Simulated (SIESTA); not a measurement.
**ZnS (Wurtzite-6H) under changes of volume**

One of the cells (19.600 Å³/atom); the others are scaled copies at fixed shape and fractional positions:

```
Zn S
1.0
     3.81200    0.00000    0.00000
    -1.90600    3.30129    0.00000
     0.00000    0.00000   18.68999
Zn S
6 6
Direct
  0.33333 0.66667 0.83333
  0.66667 0.33333 0.33333
  0.66667 0.33333 0.66667
  0.33333 0.66667 0.16667
  0.00000 0.00000 0.50000
  0.00000 0.00000 0.00000
  0.33333 0.66667 0.95833
  0.66667 0.33333 0.45833
  0.66667 0.33333 0.79167
  0.33333 0.66667 0.29167
  0.00000 0.00000 0.62500
  0.00000 0.00000 0.12500
```

| Property | Result |
| --- | --- |
| Program | SIESTA 5.4.2 |
| Functional | LDA |
| Potentials or basis | PseudoDojo 0.4 standard (LDA files) |
| Basis | DZP (energy shift 0.003 Ry; two zetas on semicore shells) |
| Grid cutoff | 800 Ry |
| Energy shift | 0.003 Ry |
| k mesh | 6 × 6 × 1 |
| Occupations | fermi-dirac, width 0.05 eV |
| Spin | no spin polarisation |

```tsv
volume (Å³/atom)	energy over the lowest point (meV/atom)	pressure (GPa)	gap on the mesh (eV)	largest force (eV/Å)
18.424	2.07	1.8	2.69	0.027
18.816	0.00	-0.1	2.56	0.028
19.208	2.28	-1.7	2.44	0.028
19.600	?	?	?	?
19.992	18.11	-4.6	2.21	0.026
20.384	30.94	-5.8	2.10	0.026
20.776	46.56	-6.9	1.99	0.025
```

Q: What does the run at 19.600 Å³/atom give?

A: Energy over the lowest point 8.44 meV/atom; pressure -3.3 GPa; gap on the mesh 2.32 eV; largest force 0.027 eV/Å.

Worked out: A Birch-Murnaghan fit of order 3 (a polynomial in V^(-2/3)) to the other rows has its minimum at 18.80 Å³/atom with B0 = V·E''(V) = 85 GPa and B' = 4.2 at fixed shape and positions, which overstates the stiffness. It gives 8.45 meV/atom at 19.600 Å³/atom, against the run's 8.44, and -dE/dV = -3.3 GPa, against -3.3. A straight line through the other rows of the gap, of slope -5.8 eV per unit of ln V (its deformation potential), gives 2.33 eV, against the run's 2.32.

Energies are extrapolated to zero smearing.

Caveats: short orbitals over semicore shells can move pressures by several GPa; the valence orbitals were made in a potential fitted to the semicore shell under them, which widens gaps by tenths of an eV or more; the cell's inner coordinates are idealised or old, which leaves forces on the atoms; the basis of atomic orbitals isn't converged, which shifts pressures, moduli and gaps.
